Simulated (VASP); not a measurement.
## La: single point with PBE

The system is La.

```
CELL_PARAMETERS angstrom
-2.11025 2.11025 2.11025
2.11025 -2.11025 2.11025
2.11025 2.11025 -2.11025
ATOMIC_POSITIONS crystal
La 0.00000 0.00000 0.00000
```

This isn't the form of La at room conditions, which is double hcp.

```json
{
  "Program": "VASP 6.6.1",
  "Task": "single point",
  "Functional": "PBE",
  "Potentials or basis": "VASP PAW PBE potentials, release 64 (La)",
  "Cutoff": "520 eV",
  "k mesh": "13 × 13 × 13",
  "Occupations": "fermi-dirac, width 0.08 eV",
  "Spin": "no spin polarisation",
  "Dipole correction": "no",
  "Further INCAR settings": "ALGO = Normal; EDIFF = 1e-07; NBANDS = 12"
}
```

```yaml
Pressure: 0.2 GPa
Band_gap_on_the_k_mesh: none (metal or under the smearing width)
```

Levels at points of the mesh, in eV from the Fermi level:
```
           k point  band 4  band 5  band 6  band 7  band 8  band 9
(0.00, 0.00, 0.00)  -15.92   -3.19    1.47    1.47    1.47    1.50
```

Run time: 43 s on 1 thread of AMD EPYC 9R45 96-Core Processor (Zen 5) (shared host), peak memory 0.17 GiB.

Spin-orbit coupling is left out, which matters for the levels of La.
